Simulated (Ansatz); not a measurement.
**Zn (bcc): from the first guess to the electronic structure**

What volume does Zn (bcc) take, and is it a metal or an insulator at this level? The pressure is brought towards zero step by step, and the electronic structure follows. The run doesn't test whether this is the element's stable form.

Computed with Ansatz 0.2.0 (DFT r²SCAN, scalar-relativistic, plane waves, PAW (the target; the first runs use scalar-relativistic PBE), unless a step's input says otherwise).

## Step 1: The structure to begin with

It takes space group Im-3m (No. 229, cubic). Conventional cell: a = 3.116 Å, b = 3.116 Å, c = 3.116 Å, α = 90.00°, β = 90.00°, γ = 90.00°. Zn (site symmetry m-3m) has 8 Zn at 2.70 Å as nearest neighbours.

Coordinates:

```
Zn
1.0
    -1.55795    1.55795    1.55795
     1.55795   -1.55795    1.55795
     1.55795    1.55795   -1.55795
Zn
1
Direct
  0.00000 0.00000 0.00000
```

## Step 2: The first run (PBE, 8×8×8 mesh)

input.yaml reads:

```yaml
crystal:
  lattice:
    - [-1.5579542547, 1.5579542547, 1.5579542547]
    - [1.5579542547, -1.5579542547, 1.5579542547]
    - [1.5579542547, 1.5579542547, -1.5579542547]
  atoms:
    - { symbol: Zn, position: [0.0, 0.0, 0.0] }
basis:
  ecutwfc: 420
  ecutrho_ratio: 4
kpoints:
  mp_grid: { grid: [8, 8, 8] }
hamiltonian:
  xc: pbe
scf:
  occupations: { method: gaussian, width: 0.05 }
output:
  forces: true
  stress: true
  eigenvalues: true
```

Log, shortened:

```text
Warning: RAYON_NUM_THREADS=2 ignored (pool sized by the plan → 2); use --threads N
[...]
Pseudopotentials: kind: paw
Pseudopotential: Zn, paw, valence charge 12, recommended cutoff 420 eV (normal), Zn.paw.azcp
Functional definition: PBE
[...]
Crystal: 1 atoms, lattice volume = 15.126 Å³
Basis set: ecut = 420 eV, 321 PW (Γ), exchange–correlation on 40×40×40 points (8 copies of the dense FFT grid, shifted against one another)
Bands: 10, of which v1, the nominal top of the filled ones, is band 6 counted from 1 (5 counted from 0)
Symmetry: 48 space group operations
Space group: Im-3m (ITA 229), of the structure as read, at distance tolerance 2.5e-5 Å
k-points: 29 of 512
[...]
SCF iter   1: F=—  HF=-3318.933545 eV  |F-HF|=—  |Δ(HF+E_count)|=         —  Δρ=2.78e-3  dr2=5.13e-4  ethr=1.77e-3  ⟨swp⟩=5.0  Hψ=1873  notcnv=0
[...]
SCF iter   6: F=-3318.933457 eV  HF=-3318.933457 eV  |F-HF|=1.78e-8  |Δ(HF+E_count)|=   3.33e-8  Δρ=1.47e-5  dr2=1.84e-8  ethr=8.33e-10  ⟨swp⟩=4.6  Hψ=1029  notcnv=0
[...]
SCF converged after 6 iterations
Free energy (F): -3318.933457 eV
[...]
E sigma→0 (E₀):  -3318.933131 eV
Entropy (-TS):   -0.000653 eV (-0.653 meV/atom)
Fermi energy:    11.027141 eV
[...]
--- Forces (eV/Å), atoms counted from 1 ---
  atom   1  Zn     0.00000000    -0.00000000     0.00000000
[...]
--- Stress (GPa, compression-positive) ---
        0.288556       0.000000      -0.000000
       -0.000000       0.288556      -0.000000
        0.000000      -0.000000       0.288556
  P = ⅓ Tr σ = 0.2886 GPa (2.886 kbar)
--- Band table (eV; the first three rows and the last of 29) ---
  k-point 0: bands = ["0.7067", "3.4134", "3.4134", "3.4134", "3.9306", "3.9306", "30.5103", "30.5103", "30.5103", "31.7407"]
[...]
```

Wall time 0.77 s (2 threads of an Arm CPU, shared host); peak memory 0.24 GiB.

Read off: volume 15.126 Å³/atom, pressure 0.29 GPa, no gap.

## Step 3: Stepping to 15.187 Å³/atom (PBE, 8×8×8 mesh)

input.yaml, as its differences from that of step 2:

```diff
@@ -2,5 +2,5 @@
   lattice:
-    - [-1.5579542547, 1.5579542547, 1.5579542547]
-    - [1.5579542547, -1.5579542547, 1.5579542547]
-    - [1.5579542547, 1.5579542547, -1.5579542547]
+    - [-1.5600287635, 1.5600287635, 1.5600287635]
+    - [1.5600287635, -1.5600287635, 1.5600287635]
+    - [1.5600287635, 1.5600287635, -1.5600287635]
   atoms:
```

Log, shortened:

```text
Warning: RAYON_NUM_THREADS=2 ignored (pool sized by the plan → 2); use --threads N
[...]
[... 3 set-up lines as earlier in the session ...]
[...]
Crystal: 1 atoms, lattice volume = 15.187 Å³
Basis set: ecut = 420 eV, 321 PW (Γ), exchange–correlation on 40×40×40 points (8 copies of the dense FFT grid, shifted against one another)
Bands: 10, of which v1, the nominal top of the filled ones, is band 6 counted from 1 (5 counted from 0)
[... 2 set-up lines as earlier in the session ...]
k-points: 29 of 512
[...]
SCF iter   1: F=—  HF=-3318.933585 eV  |F-HF|=—  |Δ(HF+E_count)|=         —  Δρ=2.78e-3  dr2=5.13e-4  ethr=1.77e-3  ⟨swp⟩=4.9  Hψ=1867  notcnv=0
[...]
SCF iter   6: F=-3318.933501 eV  HF=-3318.933501 eV  |F-HF|=1.79e-8  |Δ(HF+E_count)|=   3.34e-8  Δρ=1.47e-5  dr2=1.86e-8  ethr=8.33e-10  ⟨swp⟩=4.8  Hψ=1058  notcnv=0
[...]
SCF converged after 6 iterations
Free energy (F): -3318.933501 eV
[...]
E sigma→0 (E₀):  -3318.933177 eV
Entropy (-TS):   -0.000648 eV (-0.648 meV/atom)
Fermi energy:    10.972110 eV
[...]
--- Forces (eV/Å), atoms counted from 1 ---
  atom   1  Zn    -0.00000000     0.00000000    -0.00000000
[...]
--- Stress (GPa, compression-positive) ---
       -0.006319       0.000000      -0.000000
       -0.000000      -0.006319       0.000000
       -0.000000      -0.000000      -0.006319
  P = ⅓ Tr σ = -0.0063 GPa (-0.063 kbar)
--- Band table (eV; the first three rows and the last of 29) ---
  k-point 0: bands = ["0.6784", "3.3635", "3.3635", "3.3635", "3.8770", "3.8770", "30.3827", "30.3827", "30.3827", "31.6481"]
[...]
```

Run time: 0.29 s. Hardware: 2 threads of an Arm CPU, shared host; peak memory 0.24 GiB.

This gives: volume 15.187 Å³/atom, pressure -0.01 GPa, a metal on this mesh.

## Step 4: First run at r²SCAN

input.yaml, as its differences from that of step 3:

```diff
@@ -8,8 +8,8 @@
 basis:
-  ecutwfc: 420
+  ecutwfc: 500
   ecutrho_ratio: 4
 kpoints:
-  mp_grid: { grid: [8, 8, 8] }
+  mp_grid: { grid: [18, 18, 18] }
 hamiltonian:
-  xc: pbe
+  xc: r2scan
 scf:
```

Log, shortened:

```text
Warning: RAYON_NUM_THREADS=2 ignored (pool sized by the plan → 2); use --threads N
[...]
[... 1 set-up line as earlier in the session ...]
Pseudopotential: Zn, paw, valence charge 12, recommended cutoff 500 eV (meta_gga), Zn.paw.azcp
Functional definition: r2SCAN
[...]
Crystal: 1 atoms, lattice volume = 15.187 Å³
Basis set: ecut = 500 eV, 381 PW (Γ), exchange–correlation on 80×80×80 points (64 copies of the dense FFT grid, shifted against one another)
Bands: 10, of which v1, the nominal top of the filled ones, is band 6 counted from 1 (5 counted from 0)
[... 2 set-up lines as earlier in the session ...]
k-points: 195 of 5832
[...]
SCF iter   1: F=—  HF=-3325.571846 eV  |F-HF|=—  |Δ(HF+E_count)|=         —  Δρ=2.50e-2  dr2=4.69e-2  dr2_τ=8.50e-4  ethr=1.77e-3  ⟨swp⟩=5.3  Hψ=13675  notcnv=0
[...]
SCF iter   6: F=-3325.558872 eV  HF=-3325.558872 eV  |F-HF|=1.77e-10  |Δ(HF+E_count)|=   1.77e-7  Δρ=2.04e-6  dr2=3.42e-10  dr2_τ=1.54e-11  ethr=7.52e-10  ⟨swp⟩=3.6  Hψ=8715  notcnv=0
[...]
SCF converged after 6 iterations
Free energy (F): -3325.558872 eV
[...]
E sigma→0 (E₀):  -3325.558622 eV
Entropy (-TS):   -0.000501 eV (-0.501 meV/atom)
Fermi energy:    11.069707 eV
[...]
--- Forces (eV/Å), atoms counted from 1 ---
  atom   1  Zn    -0.00000000     0.00000000    -0.00000000
[...]
--- Stress (GPa, compression-positive) ---
       -3.708310      -0.000000       0.000000
        0.000000      -3.708310      -0.000000
       -0.000000       0.000000      -3.708310
  P = ⅓ Tr σ = -3.7083 GPa (-37.083 kbar)
--- Band table (eV; the first three rows and the last of 195) ---
  k-point 0: bands = ["0.0512", "2.9306", "2.9306", "2.9306", "3.4458", "3.4458", "31.4392", "31.4392", "31.4392", "32.4871"]
[...]
```

It took 2.1 s on 2 threads of an Arm CPU, shared host; peak memory 0.34 GiB.

Result: volume 15.187 Å³/atom, pressure -3.71 GPa, a metal on this mesh.

## Step 5: Volume 14.811 Å³/atom

input.yaml, as its differences from that of step 4:

```diff
@@ -2,5 +2,5 @@
   lattice:
-    - [-1.5600287635, 1.5600287635, 1.5600287635]
-    - [1.5600287635, -1.5600287635, 1.5600287635]
-    - [1.5600287635, 1.5600287635, -1.5600287635]
+    - [-1.5470656312, 1.5470656312, 1.5470656312]
+    - [1.5470656312, -1.5470656312, 1.5470656312]
+    - [1.5470656312, 1.5470656312, -1.5470656312]
   atoms:
```

Log, shortened:

```text
Warning: RAYON_NUM_THREADS=2 ignored (pool sized by the plan → 2); use --threads N
[...]
[... 3 set-up lines as earlier in the session ...]
[...]
Crystal: 1 atoms, lattice volume = 14.811 Å³
Basis set: ecut = 500 eV, 369 PW (Γ), exchange–correlation on 80×80×80 points (64 copies of the dense FFT grid, shifted against one another)
Bands: 10, of which v1, the nominal top of the filled ones, is band 6 counted from 1 (5 counted from 0)
[... 2 set-up lines as earlier in the session ...]
k-points: 195 of 5832
[...]
SCF iter   1: F=—  HF=-3325.578085 eV  |F-HF|=—  |Δ(HF+E_count)|=         —  Δρ=2.53e-2  dr2=4.67e-2  dr2_τ=9.30e-4  ethr=1.77e-3  ⟨swp⟩=5.2  Hψ=13576  notcnv=0
[...]
SCF iter   6: F=-3325.565535 eV  HF=-3325.565535 eV  |F-HF|=3.27e-10  |Δ(HF+E_count)|=   1.45e-7  Δρ=1.57e-6  dr2=2.62e-10  dr2_τ=1.45e-11  ethr=6.71e-10  ⟨swp⟩=3.1  Hψ=8196  notcnv=0
[...]
SCF converged after 6 iterations
Free energy (F): -3325.565535 eV
[...]
E sigma→0 (E₀):  -3325.565274 eV
Entropy (-TS):   -0.000523 eV (-0.523 meV/atom)
Fermi energy:    11.484828 eV
[...]
--- Forces (eV/Å), atoms counted from 1 ---
  atom   1  Zn    -0.00000000     0.00000000     0.00000000
[...]
--- Stress (GPa, compression-positive) ---
       -1.933594       0.000000       0.000000
        0.000000      -1.933594       0.000000
       -0.000000       0.000000      -1.933594
  P = ⅓ Tr σ = -1.9336 GPa (-19.336 kbar)
--- Band table (eV; the first three rows and the last of 195) ---
  k-point 0: bands = ["0.2227", "3.2437", "3.2437", "3.2437", "3.7822", "3.7822", "32.2640", "32.2640", "32.2640", "33.0711"]
[...]
```

Wall time 1.8 s (2 threads of an Arm CPU, shared host); peak memory 0.34 GiB.

Result: volume 14.811 Å³/atom, pressure -1.93 GPa, no gap.

## Step 6: Next volume: 14.454 Å³/atom

input.yaml, as its differences from that of step 5:

```diff
@@ -2,5 +2,5 @@
   lattice:
-    - [-1.5470656312, 1.5470656312, 1.5470656312]
-    - [1.5470656312, -1.5470656312, 1.5470656312]
-    - [1.5470656312, 1.5470656312, -1.5470656312]
+    - [-1.5345321338, 1.5345321338, 1.5345321338]
+    - [1.5345321338, -1.5345321338, 1.5345321338]
+    - [1.5345321338, 1.5345321338, -1.5345321338]
   atoms:
```

Log, shortened:

```text
Warning: RAYON_NUM_THREADS=2 ignored (pool sized by the plan → 2); use --threads N
[...]
[... 3 set-up lines as earlier in the session ...]
[...]
Crystal: 1 atoms, lattice volume = 14.454 Å³
Basis set: ecut = 500 eV, 369 PW (Γ), exchange–correlation on 80×80×80 points (64 copies of the dense FFT grid, shifted against one another)
Bands: 10, of which v1, the nominal top of the filled ones, is band 6 counted from 1 (5 counted from 0)
[... 1 set-up line as earlier in the session ...]
Space group: Im-3m (ITA 229), of the structure as read, at distance tolerance 2.4e-5 Å
k-points: 195 of 5832
[...]
SCF iter   1: F=—  HF=-3325.579746 eV  |F-HF|=—  |Δ(HF+E_count)|=         —  Δρ=2.55e-2  dr2=4.62e-2  dr2_τ=1.02e-3  ethr=1.77e-3  ⟨swp⟩=5.2  Hψ=13401  notcnv=0
[...]
SCF iter   6: F=-3325.567760 eV  HF=-3325.567760 eV  |F-HF|=2.48e-10  |Δ(HF+E_count)|=   1.28e-7  Δρ=1.44e-6  dr2=2.21e-10  dr2_τ=1.21e-11  ethr=6.36e-10  ⟨swp⟩=3.1  Hψ=8093  notcnv=0
[...]
SCF converged after 6 iterations
Free energy (F): -3325.567760 eV
[...]
E sigma→0 (E₀):  -3325.567432 eV
Entropy (-TS):   -0.000657 eV (-0.657 meV/atom)
Fermi energy:    11.893960 eV
[...]
--- Forces (eV/Å), atoms counted from 1 ---
  atom   1  Zn    -0.00000000     0.00000000     0.00000000
[...]
--- Stress (GPa, compression-positive) ---
       -0.032558       0.000000       0.000000
       -0.000000      -0.032558       0.000000
       -0.000000      -0.000000      -0.032558
  P = ⅓ Tr σ = -0.0326 GPa (-0.326 kbar)
--- Band table (eV; the first three rows and the last of 195) ---
  k-point 0: bands = ["0.3951", "3.5542", "3.5542", "3.5542", "4.1161", "4.1161", "33.0866", "33.0866", "33.0866", "33.6500"]
[...]
```

Wall time 1.6 s (2 threads of an Arm CPU, shared host); peak memory 0.34 GiB.

This gives: volume 14.454 Å³/atom, pressure -0.03 GPa, metallic.

## Step 7: The volume search in one table

```
step   level      mesh  relaxed  volume (Å³/atom)  pressure (GPa)
   2     PBE     8×8×8  nothing            15.126            0.29
   3     PBE     8×8×8  nothing            15.187           -0.01
   4  r²SCAN  18×18×18  nothing            15.187           -3.71
   5  r²SCAN  18×18×18  nothing            14.811           -1.93
   6  r²SCAN  18×18×18  nothing            14.454           -0.03
```

The cell before and after:

| cell as typed | before | after | change |
| --- | --- | --- | --- |
| a (Å) | 2.698 | 2.658 | -1.5 % |
| b (Å) | 2.698 | 2.658 | -1.5 % |
| c (Å) | 2.698 | 2.658 | -1.5 % |
| volume (Å³/atom) | 15.126 | 14.454 | -4.4 % |
| shortest distance (Å) | 2.698 | 2.658 | -1.5 % |
| space group | Im-3m | Im-3m | same |

## Step 8: Bands and density of states at the final cell

input.yaml, as its differences from that of step 6:

```diff
@@ -12,2 +12,7 @@
   mp_grid: { grid: [18, 18, 18] }
+  band_path:
+    path:
+      - [[0.0, 0.0, 0.0], [0.5, -0.5, 0.5], [0.0, 0.0, 0.5], [0.0, 0.0, 0.0], [0.25, 0.25, 0.25], [0.5, -0.5, 0.5]]
+      - [[0.25, 0.25, 0.25], [0.0, 0.0, 0.5]]
+    npoints: 14
 hamiltonian:
@@ -20 +25,4 @@
   eigenvalues: true
+  populations: true
+  dos: { projected: true, de: 0.02, nscf_kmesh: { grid: [27, 27, 27] } }
+  bader: true
```

Log, shortened:

```text
Warning: RAYON_NUM_THREADS=2 ignored (pool sized by the plan → 2); use --threads N
[...]
[... 3 set-up lines as earlier in the session ...]
[...]
Crystal: 1 atoms, lattice volume = 14.454 Å³
Basis set: ecut = 500 eV, 369 PW (Γ), exchange–correlation on 80×80×80 points (64 copies of the dense FFT grid, shifted against one another)
Bands: 10, of which v1, the nominal top of the filled ones, is band 6 counted from 1 (5 counted from 0)
[... 2 set-up lines as earlier in the session ...]
k-points: 195 of 5832
[...]
SCF iter   1: F=—  HF=-3325.579746 eV  |F-HF|=—  |Δ(HF+E_count)|=         —  Δρ=2.55e-2  dr2=4.62e-2  dr2_τ=1.02e-3  ethr=1.77e-3  ⟨swp⟩=5.2  Hψ=13401  notcnv=0
[...]
NSCF: frozen V_eff on 86 k-points
NSCF: frozen V_eff on 560 k-points
SCF converged after 6 iterations
Free energy (F): -3325.567760 eV
[...]
E sigma→0 (E₀):  -3325.567432 eV
Entropy (-TS):   -0.000657 eV (-0.657 meV/atom)
Fermi energy:    11.893960 eV
[...]
--- Forces (eV/Å), atoms counted from 1 ---
  atom   1  Zn    -0.00000000     0.00000000     0.00000000
[...]
--- Stress (GPa, compression-positive) ---
       -0.032558       0.000000      -0.000000
        0.000000      -0.032558       0.000000
       -0.000000      -0.000000      -0.032558
  P = ⅓ Tr σ = -0.0326 GPa (-0.326 kbar)
--- Band table (eV; the first three rows and the last of 195) ---
  k-point 0: bands = ["0.3951", "3.5542", "3.5542", "3.5542", "4.1161", "4.1161", "33.0866", "33.0866", "33.0866", "33.6500"]
[...]
--- Löwdin populations: 1 site ---
  site symbol       q [e]
     0     Zn     11.4418
  spilling = 0.046517 (of n_electrons = 12.000000)
--- Bader charges: 1 site ---
  site symbol  charge [e]  shift [e]
     0     Zn      0.0000     0.0000
  estimated error of the sums over rays = 1.2e-7 e
```

It took 6.9 s on 2 threads of an Arm CPU, shared host; peak memory 0.34 GiB.

This gives: volume 14.454 Å³/atom, pressure -0.03 GPa, metallic.

Levels next to the Fermi level at the named points, in eV from the Fermi level:

```
point             filled           empty
    Γ  -8.34 -7.78 -7.78                
    H  -7.48 -7.48 -7.48  4.45 4.45 4.45
    N  -7.39 -3.24 -0.90                
    P  -8.50 -7.73 -7.73  2.27 2.27 2.27
```

Empty levels over 7.0 eV are left out.

Bands that cross the Fermi level on the path (counted from 0), with the number of crossings: 5: 4, 6: 3.

The density of states, summed over windows 1 eV wide (Fermi level at zero):

```
from  to  total  Zn 4s  Zn 3d
  -7  -6   0.21   0.12   0.08
  -6  -5   0.21   0.15   0.04
  -5  -4   0.23   0.16   0.03
  -4  -3   0.26   0.15   0.02
  -3  -2   0.26   0.11   0.01
  -2  -1   0.20   0.07   0.01
  -1   0   0.24   0.11   0.01
   0   1   0.31   0.15   0.01
   1   2   0.32   0.11   0.01
   2   3   0.34   0.09   0.00
   3   4   0.35   0.06   0.00
   4   5   0.38   0.04   0.00
   5   6   0.38   0.02   0.00
```

The projection uses the shells of the potentials' files: it has no valence p orbitals on Zn, so such weight is missing from the shares.

## Step 9: Outcome

```
                 quantity                                                                      value
              space group                                                            Im-3m (No. 229)
        conventional cell  a = 3.069 Å, b = 3.069 Å, c = 3.069 Å, α = 90.00°, β = 90.00°, γ = 90.00°
                   volume                                                             14.454 Å³/atom
                 pressure                                                                  -0.03 GPa
                      gap                                                               none (metal)
states at the Fermi level                                                       0.29 per eV per cell
```

What this shows: Over the 5 runs shown the cell moved from 15.13 to 14.45 Å³/atom, a change of -4.4 %, where the pressure is zero within 0.03 GPa. r²SCAN puts the volume about 5 % below the PBE estimate, which also had a coarser mesh. There is no gap at this level of theory, though with only 0.3 states per eV per cell at the Fermi level.
